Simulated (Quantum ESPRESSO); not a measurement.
# Mn (P6_3/mmc) in Quantum ESPRESSO: a series of runs

Runs on Mn. Level: PBEsol. Tasks: single point.

All numbers are computed with Quantum ESPRESSO 7.5; they aren't measurements. Logs are shortened: lines on timing, memory, paths and dates and some standing lists are left out, and cuts for length are marked.

### 1 The crystal as given

It takes space group P6_3/mmc (No. 194, hexagonal). The conventional cell has a = 2.484 Å, b = 2.484 Å, c = 4.026 Å, α = 90.00°, β = 90.00°, γ = 120.00°. Mn (site symmetry -6m2) has 12 Mn at 2.47 to 2.48 Å as nearest neighbours.

This isn't the form of Mn at room conditions, which is a 58-atom cubic cell.

### 2 Single point, PBEsol, collinear spin, random start

File pw.in:

```
&CONTROL
  calculation = 'scf'
  prefix = 'pwscf'
  outdir = './tmp'
  pseudo_dir = './pseudo'
  tprnfor = .true.
  tstress = .true.
  disk_io = 'nowf'
/
&SYSTEM
  ibrav = 0
  nat = 2
  ntyp = 2
  ecutwfc = 45
  ecutrho = 360
  nbnd = 25
  occupations = 'smearing'
  smearing = 'fd'
  degauss = 0.00367493
  nspin = 2
  starting_magnetization(1) = -0.0887
  starting_magnetization(2) = -0.0967
/
&ELECTRONS
  conv_thr = 4d-10
  electron_maxstep = 120
  mixing_beta = 0.3
/
ATOMIC_SPECIES
Mn1   54.9380 mn_pbesol_v1.5.uspp.F.UPF
Mn2   54.9380 mn_pbesol_v1.5.uspp.F.UPF
CELL_PARAMETERS angstrom
   2.4836457705    0.0000000000    0.0000000000
  -1.2418228853    2.1509003313    0.0000000000
   0.0000000000    0.0000000000    4.0261950000
ATOMIC_POSITIONS crystal
Mn1    0.3333333333    0.6666666667    0.2500000000
Mn2    0.6666666667    0.3333333333    0.7500000000
K_POINTS automatic
12 12 7 0 0 0
```

Potentials or basis: GBRV 1.5 PBEsol.

Run with:

```console
$ OMP_NUM_THREADS=1 mpirun -n 2 pw.x -nk 2 -in pw.in > pw.out
```

pw.out:

```text
This program is part of the open-source Quantum ESPRESSO suite
     for quantum simulation of materials; please cite
[... 6 lines left out ...]
     using ibrav=0 with symmetry is DISCOURAGED, use correct ibrav instead

     K-points division:     npool     =       2
     Subspace diagonalization in iterative solution of the eigenvalue problem:
     a serial algorithm will be used

     G-vector sticks info
     --------------------
     sticks:   dense  smooth     PW     G-vecs:    dense   smooth      PW
     Sum         547     271     85                16683     5907    1099

     Using Slab Decomposition

     bravais-lattice index     =            0
     lattice parameter (alat)  =       4.6934  a.u.
     unit-cell volume          =     145.1448 (a.u.)^3
     number of atoms/cell      =            2
     number of atomic types    =            2
     number of electrons       =        30.00
     number of Kohn-Sham states=           25
     kinetic-energy cutoff     =      45.0000  Ry
     charge density cutoff     =     360.0000  Ry
     scf convergence threshold =      4.0E-10
     mixing beta               =       0.3000
     number of iterations used =            8  plain     mixing
     Exchange-correlation= SLA  PW   PSX  PSC
                           (   1   4  10   8   0   0   0)

     celldm(1)=   4.693410  celldm(2)=   0.000000  celldm(3)=   0.000000
     celldm(4)=   0.000000  celldm(5)=   0.000000  celldm(6)=   0.000000

     crystal axes: (cart. coord. in units of alat)
               a(1) = (   1.000000   0.000000   0.000000 )
               a(2) = (  -0.500000   0.866025   0.000000 )
               a(3) = (   0.000000   0.000000   1.621083 )

     reciprocal axes: (cart. coord. in units 2 pi/alat)
               b(1) = (  1.000000  0.577350 -0.000000 )
               b(2) = (  0.000000  1.154701  0.000000 )
               b(3) = (  0.000000 -0.000000  0.616872 )

     PseudoPot. # 1 for Mn read from file:
     mn_pbesol_v1.5.uspp.F.UPF
     Pseudo is Ultrasoft + core correction, Zval = 15.0
     Generated by new atomic code, or converted to UPF format
     Using radial grid of  859 points,  6 beta functions with:
                l(1) =   0
                l(2) =   0
                l(3) =   1
                l(4) =   1
                l(5) =   2
                l(6) =   2
     Q(r) pseudized with  8 coefficients,  rinner =    0.950   0.950   0.950
                                                       0.950   0.950

     PseudoPot. # 2 for Mn read from file:
     mn_pbesol_v1.5.uspp.F.UPF
     Pseudo is Ultrasoft + core correction, Zval = 15.0
     Generated by new atomic code, or converted to UPF format
     Using radial grid of  859 points,  6 beta functions with:
                l(1) =   0
                l(2) =   0
                l(3) =   1
                l(4) =   1
                l(5) =   2
                l(6) =   2
     Q(r) pseudized with  8 coefficients,  rinner =    0.950   0.950   0.950
                                                       0.950   0.950

     atomic species   valence    mass     pseudopotential
     Mn1              15.00    54.93800     Mn( 1.00)
     Mn2              15.00    54.93800     Mn( 1.00)

     Starting magnetic structure
     atomic species   magnetization
     Mn1            -0.089
     Mn2            -0.097

     12 Sym. Ops. (no inversion) found ( 6 have fractional translation)

   Cartesian axes

     site n.     atom                  positions (alat units)
         1        Mn1    tau(   1) = (  -0.0000000   0.5773503   0.4052707  )
         2        Mn2    tau(   2) = (   0.5000000   0.2886751   1.2158120  )

     number of k points=    76  Fermi-Dirac smearing, width (Ry)=  0.0037
                       cart. coord. in units 2pi/alat
        k(    1) = (   0.0000000   0.0000000   0.0000000), wk =   0.0009921
        k(    2) = (   0.0000000   0.0000000   0.0881245), wk =   0.0019841
        k(    3) = (   0.0000000   0.0000000   0.1762491), wk =   0.0019841
        k(    4) = (   0.0000000   0.0000000   0.2643736), wk =   0.0019841
        k(    5) = (   0.0000000   0.0962250   0.0000000), wk =   0.0059524
        k(    6) = (   0.0000000   0.0962250   0.0881245), wk =   0.0119048
[... 68 lines left out ...]
        k(   75) = (   0.3333333   0.5773503   0.1762491), wk =   0.0039683
        k(   76) = (   0.3333333   0.5773503   0.2643736), wk =   0.0039683

     Dense  grid:    16683 G-vectors     FFT dimensions: (  30,  30,  48)

     Smooth grid:     5907 G-vectors     FFT dimensions: (  24,  24,  36)

     Check: negative core charge=   -0.000029
     Generating pointlists ...
     new r_m :   0.4105 (alat units)  1.9266 (a.u.) for type    1
     new r_m :   0.4105 (alat units)  1.9266 (a.u.) for type    2

     Initial potential from superposition of free atoms

     starting charge      28.9998, renormalised to      30.0000
     Starting wfcs are   26 randomized atomic wfcs

     Self-consistent Calculation

     iteration #  1     ecut=    45.00 Ry     beta= 0.30
     Davidson diagonalization with overlap
     ethr =  1.00E-02,  avg # of iterations =  5.0

     total energy              =    -421.69672985 Ry
     estimated scf accuracy    <       2.76227208 Ry

     total magnetization       =    -0.99 Bohr mag/cell
     absolute magnetization    =     1.00 Bohr mag/cell

     iteration #  2     ecut=    45.00 Ry     beta= 0.30
     Davidson diagonalization with overlap
     ethr =  9.21E-03,  avg # of iterations =  2.0

     total energy              =    -422.13824351 Ry
     estimated scf accuracy    <       0.01979535 Ry

     total magnetization       =    -1.39 Bohr mag/cell
     absolute magnetization    =     1.40 Bohr mag/cell

     iteration #  3     ecut=    45.00 Ry     beta= 0.30
     Davidson diagonalization with overlap
     ethr =  6.60E-05,  avg # of iterations =  4.2

     total energy              =    -422.14307401 Ry
     estimated scf accuracy    <       0.06828713 Ry

     total magnetization       =    -1.24 Bohr mag/cell
     absolute magnetization    =     1.25 Bohr mag/cell

     iteration #  4     ecut=    45.00 Ry     beta= 0.30
     Davidson diagonalization with overlap
     ethr =  6.60E-05,  avg # of iterations =  1.0

     total energy              =    -422.14912566 Ry
     estimated scf accuracy    <       0.01338587 Ry

     total magnetization       =    -1.23 Bohr mag/cell
     absolute magnetization    =     1.24 Bohr mag/cell

     iteration #  5     ecut=    45.00 Ry     beta= 0.30
     Davidson diagonalization with overlap
     ethr =  4.46E-05,  avg # of iterations =  1.5

     total energy              =    -422.15066083 Ry
     estimated scf accuracy    <       0.00907526 Ry

     total magnetization       =    -0.81 Bohr mag/cell
     absolute magnetization    =     0.83 Bohr mag/cell

     iteration #  6     ecut=    45.00 Ry     beta= 0.30
     Davidson diagonalization with overlap
     ethr =  3.03E-05,  avg # of iterations =  2.3

     total energy              =    -422.14922850 Ry
     estimated scf accuracy    <       0.01944312 Ry

     total magnetization       =    -0.45 Bohr mag/cell
     absolute magnetization    =     0.46 Bohr mag/cell

     iteration #  7     ecut=    45.00 Ry     beta= 0.30
     Davidson diagonalization with overlap
     ethr =  3.03E-05,  avg # of iterations =  1.8

     total energy              =    -422.15692461 Ry
     estimated scf accuracy    <       0.00032080 Ry

     total magnetization       =     0.10 Bohr mag/cell
     absolute magnetization    =     0.11 Bohr mag/cell

     iteration #  8     ecut=    45.00 Ry     beta= 0.30
     Davidson diagonalization with overlap
     ethr =  1.07E-06,  avg # of iterations =  2.1

     total energy              =    -422.15773368 Ry
     estimated scf accuracy    <       0.00009115 Ry

     total magnetization       =    -0.11 Bohr mag/cell
     absolute magnetization    =     0.12 Bohr mag/cell

     iteration #  9     ecut=    45.00 Ry     beta= 0.30
     Davidson diagonalization with overlap
     ethr =  3.04E-07,  avg # of iterations =  2.0

     total energy              =    -422.15769979 Ry
     estimated scf accuracy    <       0.00022619 Ry

     total magnetization       =    -0.06 Bohr mag/cell
     absolute magnetization    =     0.07 Bohr mag/cell

     iteration # 10     ecut=    45.00 Ry     beta= 0.30
     Davidson diagonalization with overlap
     ethr =  3.04E-07,  avg # of iterations =  2.2

     total energy              =    -422.15780461 Ry
     estimated scf accuracy    <       0.00002264 Ry

     total magnetization       =    -0.00 Bohr mag/cell
     absolute magnetization    =     0.06 Bohr mag/cell

     iteration # 11     ecut=    45.00 Ry     beta= 0.30
     Davidson diagonalization with overlap
     ethr =  7.55E-08,  avg # of iterations =  1.7

     total energy              =    -422.15779418 Ry
     estimated scf accuracy    <       0.00000112 Ry

     total magnetization       =    -0.01 Bohr mag/cell
     absolute magnetization    =     0.06 Bohr mag/cell
[... 31 lines left out ...]
     iteration # 15     ecut=    45.00 Ry     beta= 0.30
     Davidson diagonalization with overlap
     ethr =  2.82E-11,  avg # of iterations =  1.0

     total energy              =    -422.15781167 Ry
     estimated scf accuracy    <          7.7E-09 Ry

     total magnetization       =     0.00 Bohr mag/cell
     absolute magnetization    =     0.05 Bohr mag/cell

     iteration # 16     ecut=    45.00 Ry     beta= 0.30
     Davidson diagonalization with overlap
     ethr =  2.58E-11,  avg # of iterations =  1.0

     total energy              =    -422.15781168 Ry
     estimated scf accuracy    <          7.8E-09 Ry

     total magnetization       =    -0.00 Bohr mag/cell
     absolute magnetization    =     0.05 Bohr mag/cell

     iteration # 17     ecut=    45.00 Ry     beta= 0.30
     Davidson diagonalization with overlap
     ethr =  2.58E-11,  avg # of iterations =  1.3

     total energy              =    -422.15781170 Ry
     estimated scf accuracy    <          7.6E-09 Ry

     total magnetization       =     0.00 Bohr mag/cell
     absolute magnetization    =     0.05 Bohr mag/cell

     iteration # 18     ecut=    45.00 Ry     beta= 0.30
     Davidson diagonalization with overlap
     ethr =  2.52E-11,  avg # of iterations =  1.0

     total energy              =    -422.15781004 Ry
     estimated scf accuracy    <          7.1E-09 Ry

     total magnetization       =     0.00 Bohr mag/cell
     absolute magnetization    =     0.05 Bohr mag/cell

     iteration # 19     ecut=    45.00 Ry     beta= 0.30
     Davidson diagonalization with overlap
     ethr =  2.38E-11,  avg # of iterations =  3.2

     total energy              =    -422.15781054 Ry
     estimated scf accuracy    <          4.6E-09 Ry

     total magnetization       =    -0.00 Bohr mag/cell
     absolute magnetization    =     0.04 Bohr mag/cell

     iteration # 20     ecut=    45.00 Ry     beta= 0.30
     Davidson diagonalization with overlap
     ethr =  1.54E-11,  avg # of iterations =  3.4

     total energy              =    -422.15781015 Ry
     estimated scf accuracy    <          2.6E-09 Ry

     total magnetization       =     0.00 Bohr mag/cell
     absolute magnetization    =     0.03 Bohr mag/cell

     iteration # 21     ecut=    45.00 Ry     beta= 0.30
     Davidson diagonalization with overlap
     ethr =  8.67E-12,  avg # of iterations =  4.0

     total energy              =    -422.15781081 Ry
     estimated scf accuracy    <          1.2E-09 Ry

     total magnetization       =     0.00 Bohr mag/cell
     absolute magnetization    =     0.01 Bohr mag/cell

     iteration # 22     ecut=    45.00 Ry     beta= 0.30
     Davidson diagonalization with overlap
     ethr =  3.91E-12,  avg # of iterations =  4.0

     Magnetic moment per site  (integrated on atomic sphere of radius R)
     atom   1 (R=0.410)  charge= 13.4203  magn=  0.0010
     atom   2 (R=0.410)  charge= 13.4203  magn= -0.0009

     End of self-consistent calculation

     Number of k-points >= 100: set verbosity='high' to print the bands.

     the Fermi energy is    19.8376 ev

!    total energy              =    -422.15781206 Ry
     estimated scf accuracy    <          3.9E-10 Ry
     smearing contrib. (-TS)   =      -0.00160580 Ry
     internal energy E=F+TS    =    -422.15620626 Ry

     The total energy is F=E-TS. E is the sum of the following terms:
     one-electron contribution =    -153.74750410 Ry
     hartree contribution      =      95.66111786 Ry
     xc contribution           =     -52.48727804 Ry
     ewald contribution        =    -311.58254198 Ry

     total magnetization       =     0.00 Bohr mag/cell
     absolute magnetization    =     0.00 Bohr mag/cell

     convergence has been achieved in  22 iterations

     Forces acting on atoms (cartesian axes, Ry/au):

     atom    1 type  1   force =     0.00000000    0.00000000    0.00000000
     atom    2 type  2   force =     0.00000000    0.00000000    0.00000000

     Total force =     0.000000     Total SCF correction =     0.000000

     Computing stress (Cartesian axis) and pressure

          total   stress  (Ry/bohr**3)                   (kbar)     P=     -119.06
  -0.00079938  -0.00000000   0.00000000         -117.59       -0.00        0.00
  -0.00000000  -0.00079938   0.00000000           -0.00     -117.59        0.00
   0.00000000   0.00000000  -0.00082931            0.00        0.00     -122.00

=------------------------------------------------------------------------------=
   JOB DONE.
=------------------------------------------------------------------------------=
```

Run time: 59 s. Hardware: 2 MPI ranks of Arm Neoverse V1, shared host; peak memory 0.2 GiB.

What came out:

| Property | Result |
| --- | --- |
| Free energy | -5743.7496 eV |
| Pressure | -11.9 GPa |
| Band gap on the k mesh | none (metal or under the smearing width) |
| Net moment | 0.00 μB per cell |
| Absolute moment | 0.00 μB per cell |
| Valence electrons inside the program's atomic spheres | Mn 13.42 |

Levels at points of the mesh, in eV from the Fermi level:
Spin up:
```
            k point  band 13  band 14  band 15  band 16  band 17  band 18
 (0.00, 0.00, 0.00)    -0.94    -0.47    -0.47     0.07     0.07     0.66
(0.00, -0.50, 0.00)    -1.14    -0.94    -0.42     1.85     1.99     2.07
```
Spin down:
```
            k point  band 13  band 14  band 15  band 16  band 17  band 18
 (0.00, 0.00, 0.00)    -0.94    -0.47    -0.47     0.07     0.07     0.66
(0.00, -0.50, 0.00)    -1.14    -0.94    -0.42     1.85     1.99     2.07
```

(Part 1 of 2 ends here.)
